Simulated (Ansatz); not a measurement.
Rh: strain energy, fitted

Rh, Fm-3m, a = 3.830 Å. Ansatz: PBE, PAW, 420 eV, Γ-centred 20×20×14 mesh on 2 atoms, Gaussian smearing 0.10 eV; no spin polarisation. Series: uniaxial strain along a, with b, c and atoms relaxed; x is the strain in per cent. The axes a, b, c are those of the computed cell (2.708, 2.708, 3.830 Å), along [1 1 0], [-1 1 0], [0 0 1] of the cell named above. y is the free energy over the unstrained cell, V0 = 14.045 Å³/atom.

| x (%) | y (meV/atom) |
| --- | --- |
| -3.0 | ? |
| -2.0 | 7.37 |
| -1.0 | 1.72 |
| 0.0 | 0.00 |
| 1.0 | 1.77 |
| 2.0 | 6.62 |
| 3.0 | 14.15 |

Question: Fit y = c2 x² + c3 x³ to the other rows, turn c2 into a modulus, and predict the missing energy.

Answer: Least squares on the rows shown. y = 1.7382 x² − 0.053878 x³. In eV per unit strain² c2 is 17.38; this is Young's modulus along the axis (E = ½ Y V0 ε²): 2 × 17.38 × 160.2 / (14.045) = 397 GPa. At x = -3.0 the fit asked for gives 17.10 meV/atom. The run gave 17.42 meV/atom, so the fit is 0.32 meV/atom too low, 1.8 % of the span of the series, against an rms of 0.07 meV/atom on the fitted rows. The row lies outside the fitted range. With a term in x⁴ added, a fit to the same known rows predicts 16.66 meV/atom, further off still.